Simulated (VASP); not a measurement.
# HfH2 (I4/mmm) in VASP: notebook

One crystal, HfH2, is run at these levels: PBEsol; tasks: single point.

All numbers are computed with VASP 6.6.1; they aren't measurements. Logs are shortened: lines on timing, memory, paths and dates and some standing lists are left out, and cuts for length are marked.

## Step 1: The crystal as given

The structure is tetragonal, space group I4/mmm (No. 139). The conventional cell has a = 3.478 Å, b = 3.478 Å, c = 4.361 Å, α = 90.00°, β = 90.00°, γ = 90.00°. Around Hf (site symmetry 4/mmm) lie 8 H at 2.05 Å. Around H (site symmetry -4m2) lie 4 Hf at 2.05 Å and 2 H at 2.18 Å.

## Step 2: Single point, PBEsol

Contents of INCAR:

```
PREC = Accurate
ENCUT = 340
EDIFF = 1E-6
ISMEAR = 1
SIGMA = 0.15
LREAL = False
LASPH = True
NELM = 100
ALGO = Normal
ISIF = 2
LWAVE = False
LCHARG = False
GGA = PS
NBANDS = 13
ADDGRID = False
```

Contents of KPOINTS:

```
Automatic mesh
0
Gamma
  10 10 10
```

Contents of POSCAR:

```
HfH2
1.0
   -1.7390000000      1.7390000000      2.1805000000
    1.7390000000     -1.7390000000      2.1805000000
    1.7390000000      1.7390000000     -2.1805000000
Hf H
1 2
Direct
    0.0000000000      0.0000000000      0.0000000000
    0.2500000000      0.7500000000      0.5000000000
    0.7500000000      0.2500000000      0.5000000000
```

Potentials or basis: VASP PAW PBE potentials, release 64 (Hf_pv, H_s).

Command:

```console
> cat potpaw_PBE.64/Hf_pv/POTCAR potpaw_PBE.64/H_s/POTCAR > POTCAR
> mpirun -np 1 vasp_std > vasp.out
```

OUTCAR:

```text
PREC = Accurate
   ENCUT = 340
   EDIFF = 1E-6
   ISMEAR = 1
   LREAL = False
   LASPH = True
   NELM = 100
   ISIF = 2
   GGA = PS

 Found    102 irreducible k-points:

 Following reciprocal coordinates:
            Coordinates               Weight
  0.000000  0.000000  0.000000      1.000000
  0.100000 -0.000000  0.000000      8.000000
  0.200000 -0.000000  0.000000      8.000000
  0.300000 -0.000000  0.000000      8.000000
  0.400000  0.000000  0.000000      8.000000
  0.500000  0.000000  0.000000      4.000000
   k-points           NKPTS =    102   k-points in BZ     NKDIM =    102   number of bands    NBANDS=     13
   number of dos      NEDOS =    301   number of ions     NIONS =      3
   total plane-waves  NPLWV =   8000
   dimension x,y,z NGX =    20 NGY =   20 NGZ =   20
   dimension x,y,z NGXF=    40 NGYF=   40 NGZF=   40
   ions per type =               1   2
   NGX,Y,Z   is equivalent  to a cutoff of  10.12, 10.12, 10.12 a.u.
   NGXF,Y,Z  is equivalent  to a cutoff of  20.23, 20.23, 20.23 a.u.
 SYSTEM =  unknown system
   PREC   = accura    normal or accurate (medium, high low for compatibility)
   ISTART =      0    job   : 0-new  1-cont  2-samecut
   ICHARG =      2    charge: 1-file 2-atom 10-const
   ISPIN  =      1    spin polarized calculation?
   LNONCOLLINEAR =      F non collinear calculations
   LSORBIT =      F    spin-orbit coupling
   LASPH  =      T    aspherical Exc in radial PAW
   ENCUT  =  340.0 eV  24.99 Ry    5.00 a.u.   4.94  4.94  4.94*2*pi/ulx,y,z
   NELM   =    100;   NELMIN=  2; NELMDL= -5     # of ELM steps
   EDIFF  = 0.1E-05   stopping-criterion for ELM
   LREAL  =      F    real-space projection
   EDIFFG = 0.1E-04   stopping-criterion for IOM
   NSW    =      0    number of steps for IOM
   IBRION =     -1    ionic relax: 0-MD 1-quasi-New 2-CG
   NFREE  =      0    steps in history (QN), initial steepest desc. (CG)
   ISIF   =      2    stress and relaxation
   ISYM   =      2    0-nonsym 1-usesym 2-fastsym
   POTIM  = 0.5000    time-step for ionic-motion
   TEBEG  =    0.0;   TEEND  =   0.0 temperature during run
   PSTRESS=    0.0 pullay stress
   NELECT =      12.0000    total number of electrons
   NUPDOWN=      -1.0000    fix difference up-down
   EMIN   =  10.00;   EMAX   =-10.00  energy-range for DOS
   EFERMI =   0.00;   METHOD = LEGACY
   ISMEAR =     1;   SIGMA  =   0.15  broadening in eV -4-tet -1-fermi 0-gaus
   EFERMI_NEDOS =   21; number of points for ismear=-14 and -15
   IALGO  =     38    algorithm
   IMIX   =      4    mixing-type and parameters
     AMIX     =   0.40;   BMIX     =  1.00
     AMIX_MAG =   1.60;   BMIX_MAG =  1.00
  volume/ion in A,a.u.               =       8.79        59.33
  Fermi-wavevector in a.u.,A,eV,Ry     =   1.259109  2.379372 21.570088  1.585357
  Thomas-Fermi vector in A             =   2.392686
   LORBIT       =      0    0 simple, 1 ext, 2 COOP (PROOUT), +10 PAW based schemes
   GGA     = PS    functional components
   LHFCALC =     F    Hartree Fock is set to
   AEXX    =    0.0000 exact exchange contribution
   IVDW    =     0    specifies the selected vdW correction
   LEPSILON=     F    determine dielectric tensor
   LRPA    =     F    only Hartree local field effects (RPA)
 non-spin polarized calculation
 Methfessel and Paxton  Order N= 1 SIGMA  =   0.15
  energy-cutoff  :      340.00
  volume of cell :       26.38
 maximum number of plane-waves:       398
   NGX =  9   NGY =  9   NGZ =  9

 number of electron      12.0000010 magnetization

 Free energy of the ion-electron system (eV)
  ---------------------------------------------------
  ext. energy  EPLUGINS =         0.00000000
  ---------------------------------------------------
  free energy    TOTEN  =       -18.83324084 eV

  energy without entropy =      -18.83417071  energy(sigma->0) =      -18.83355080

 E-fermi :   5.2161     XC(G=0): -11.5325

 val. band max:        5.1992059775   @ k =  -0.2000   0.1000  -0.0000
 cond. band min:       5.2453128031   @ k =  -0.2000   0.2000   0.0000
 fundamental gap:      0.0461068257
 Fermi energy:         5.2161430785

 k-point     1 :       0.0000    0.0000    0.0000
  band No.  band energies     occupation
      1     -25.7052      2.00000
      2     -25.7052      2.00000
      3     -25.6455      2.00000
      4      -6.0356      2.00000
      5       3.9802      2.00000
      6       4.7471      2.00009
      7       4.7471      2.00009
      8       5.5310     -0.01147
      9       7.0739     -0.00000
     10       8.4127      0.00000
     11      16.6128      0.00000
     12      17.0565      0.00000
     13      17.0565      0.00000

 k-point     2 :       0.1000   -0.0000    0.0000
  band No.  band energies     occupation
      1     -25.7496      2.00000
      2     -25.7163      2.00000
      3     -25.6617      2.00000
      4      -5.7619      2.00000
      5       2.5300      2.00000
      6       4.8630      2.00434
      7       5.3132      0.11987
      8       6.8651     -0.00000
      9       7.0061     -0.00000
     10       8.2340      0.00000
     11      15.1830      0.00000
     12      17.6390      0.00000
     13      17.6654      0.00000
[... 33 lines left out ...]
 k-point     5 :       0.4000    0.0000    0.0000
  band No.  band energies     occupation
      1     -26.2012      2.00000
      2     -25.8091      2.00000
      3     -25.6968      2.00000
      4      -3.3500      2.00000
      5      -0.0374      2.00000
      6       4.5139      2.00000
      7       5.8446     -0.00000
      8       8.6546      0.00000
      9       9.3115      0.00000
     10      10.0120      0.00000
     11      12.2983      0.00000
     12      16.0122      0.00000
     13      17.4247      0.00000

 k-point     6 :       0.5000    0.0000    0.0000
  band No.  band energies     occupation
      1     -26.2526      2.00000
      2     -25.8200      2.00000
      3     -25.7000      2.00000
      4      -3.1404      2.00000
      5       0.0457      2.00000
      6       4.4081      2.00000
      7       5.7780     -0.00000
      8       9.0053      0.00000
      9       9.7861      0.00000
     10      10.0368      0.00000
     11      11.4906      0.00000
     12      16.3045      0.00000
     13      17.0301      0.00000

 [... further k-points ...]

------------------------ aborting loop because EDIFF is reached ----------------------------------------

  FORCE on cell =-STRESS in cart. coord.  units (eV):
  Direction    XX          YY          ZZ          XY          YZ          ZX
  --------------------------------------------------------------------------------------
  -------------------------------------------------------------------------------------
  Total       -0.9713803     -0.9713803     -1.0966030      0.0000000     -0.0000000     -0.0000000
  in kB      -59.0044309    -59.0044309    -66.6108177      0.0000000     -0.0000000     -0.0000000
  external PRESSURE =     -61.5398932 kB  Pullay stress =       0.0000000 kB

 VOLUME and BASIS-vectors are now :
 -----------------------------------------------------------------------------
  energy-cutoff  :      340.00
  volume of cell :       26.38
      direct lattice vectors                 reciprocal lattice vectors
    -1.739000000  1.739000000  2.180500000     0.000000000  0.287521564  0.229305205
     1.739000000 -1.739000000  2.180500000     0.287521564  0.000000000  0.229305205
     1.739000000  1.739000000 -2.180500000     0.287521564  0.287521564  0.000000000

 POSITION                                       TOTAL-FORCE (eV/Angst)
 -----------------------------------------------------------------------------------
      0.00000      0.00000      0.00000        -0.000000      0.000000     -0.000000
      1.73900     -0.00000      1.09025         0.000000      0.000000      0.000000
     -0.00000      1.73900      1.09025        -0.000000     -0.000000     -0.000000
 -----------------------------------------------------------------------------------
    total drift:                               -0.000000     -0.000000      0.000000

  FREE ENERGIE OF THE ION-ELECTRON SYSTEM (eV)
  ---------------------------------------------------
  free  energy   TOTEN  =       -18.8332408409 eV

  energy  without entropy=      -18.8341707070  energy(sigma->0) =      -18.83355080
```

Wall time 7.6 s (1 thread of Intel Xeon 6975P-C (Granite Rapids), shared host); peak memory 0.14 GiB.

The run converged, but some of its settings lie outside the range that counts as converged, so its numbers aren't taken as properties of the crystal.

What came out:

* Free energy: -18.8332 eV
* Pressure: -6.2 GPa
* Band gap on the k mesh: none (metal or under the smearing width)

Caveat: the PAW data sets were made with another functional, which shifts forces and pressure a little.

## Step 3: Single point, PBEsol

INCAR, as its differences from that of step 2:

```diff
@@ -1,3 +1,3 @@
 PREC = Accurate
-ENCUT = 340
+ENCUT = 400
 EDIFF = 1E-6
```

KPOINTS is that of step 2.

POSCAR is that of step 2.

Potentials or basis: VASP PAW PBE potentials, release 64 (Hf_pv, H_s).

Command:

```console
> cat potpaw_PBE.64/Hf_pv/POTCAR potpaw_PBE.64/H_s/POTCAR > POTCAR
> mpirun -np 1 vasp_std > vasp.out
```

OUTCAR:

```text
PREC = Accurate
   ENCUT = 400
   EDIFF = 1E-6
   ISMEAR = 1
   LREAL = False
   LASPH = True
   NELM = 100
   ISIF = 2
   GGA = PS

 Found    102 irreducible k-points:

 Following reciprocal coordinates:
            Coordinates               Weight
  0.000000  0.000000  0.000000      1.000000
  0.100000 -0.000000  0.000000      8.000000
  0.200000 -0.000000  0.000000      8.000000
  0.300000 -0.000000  0.000000      8.000000
  0.400000  0.000000  0.000000      8.000000
  0.500000  0.000000  0.000000      4.000000
   k-points           NKPTS =    102   k-points in BZ     NKDIM =    102   number of bands    NBANDS=     13
   number of dos      NEDOS =    301   number of ions     NIONS =      3
   total plane-waves  NPLWV =  13824
   dimension x,y,z NGX =    24 NGY =   24 NGZ =   24
   dimension x,y,z NGXF=    48 NGYF=   48 NGZF=   48
   ions per type =               1   2
   NGX,Y,Z   is equivalent  to a cutoff of  12.14, 12.14, 12.14 a.u.
   NGXF,Y,Z  is equivalent  to a cutoff of  24.28, 24.28, 24.28 a.u.
 SYSTEM =  unknown system
   PREC   = accura    normal or accurate (medium, high low for compatibility)
   ISTART =      0    job   : 0-new  1-cont  2-samecut
   ICHARG =      2    charge: 1-file 2-atom 10-const
   ISPIN  =      1    spin polarized calculation?
   LNONCOLLINEAR =      F non collinear calculations
[... 73 lines left out ...]
     11      16.6113      0.00000
     12      17.0554      0.00000
     13      17.0554      0.00000
[... 66 lines left out ...]
  band No.  band energies     occupation
      1     -26.2544      2.00000
      2     -25.8218      2.00000
      3     -25.7018      2.00000
      4      -3.1418      2.00000
      5       0.0437      2.00000
      6       4.4060      2.00000
      7       5.7762     -0.00000
      8       9.0036      0.00000
      9       9.7848      0.00000
     10      10.0351      0.00000
     11      11.4895      0.00000
     12      16.3018      0.00000
     13      17.0280      0.00000

 [... further k-points ...]

------------------------ aborting loop because EDIFF is reached ----------------------------------------

  FORCE on cell =-STRESS in cart. coord.  units (eV):
  Direction    XX          YY          ZZ          XY          YZ          ZX
  --------------------------------------------------------------------------------------
  -------------------------------------------------------------------------------------
  Total       -0.9073315     -0.9073315     -1.0330788      0.0000000      0.0000000      0.0000000
  in kB      -55.1139254    -55.1139254    -62.7521763      0.0000000      0.0000000      0.0000000
  external PRESSURE =     -57.6600090 kB  Pullay stress =       0.0000000 kB

 VOLUME and BASIS-vectors are now :
 -----------------------------------------------------------------------------
  energy-cutoff  :      400.00
  volume of cell :       26.38
      direct lattice vectors                 reciprocal lattice vectors
    -1.739000000  1.739000000  2.180500000     0.000000000  0.287521564  0.229305205
     1.739000000 -1.739000000  2.180500000     0.287521564  0.000000000  0.229305205
     1.739000000  1.739000000 -2.180500000     0.287521564  0.287521564  0.000000000

 POSITION                                       TOTAL-FORCE (eV/Angst)
 -----------------------------------------------------------------------------------
      0.00000      0.00000      0.00000         0.000000      0.000000      0.000000
      1.73900     -0.00000      1.09025        -0.000000     -0.000000     -0.000000
     -0.00000      1.73900      1.09025        -0.000000      0.000000     -0.000000
 -----------------------------------------------------------------------------------
    total drift:                                0.000000      0.000000      0.000000

  FREE ENERGIE OF THE ION-ELECTRON SYSTEM (eV)
  ---------------------------------------------------
  free  energy   TOTEN  =       -18.8382570087 eV

  energy  without entropy=      -18.8391861584  energy(sigma->0) =      -18.83856673
```

Run time: 8.3 s. Hardware: 1 thread of Intel Xeon 6975P-C (Granite Rapids), shared host; peak memory 0.15 GiB.

The run converged, but some of its settings lie outside the range that counts as converged, so its numbers aren't taken as properties of the crystal.

Results:

* Free energy: -18.8383 eV
* Pressure: -5.8 GPa
* Band gap on the k mesh: none (metal or under the smearing width)

Caveat: the PAW data sets were made with another functional, which shifts forces and pressure a little.

## Step 4: Single point, PBEsol

INCAR, as its differences from that of step 3:

```diff
@@ -1,3 +1,3 @@
 PREC = Accurate
-ENCUT = 400
+ENCUT = 280
 EDIFF = 1E-6
```

Contents of KPOINTS:

```
Automatic mesh
0
Gamma
  12 12 12
```

POSCAR is that of step 3.

Command:

```console
> cat potpaw_PBE.64/Hf_pv/POTCAR potpaw_PBE.64/H_s/POTCAR > POTCAR
> mpirun -np 1 vasp_std > vasp.out
```

Run time: 9 s. Hardware: 1 thread of Intel Xeon 6975P-C (Granite Rapids), shared host; peak memory 0.13 GiB.

These settings aren't checked as converged: the numbers below hold their error.

Results:

* Free energy: -18.8246 eV
* Pressure: -7.0 GPa
* Band gap on the k mesh: none (metal or under the smearing width)

Caveat: the PAW data sets were made with another functional, which shifts forces and pressure a little.
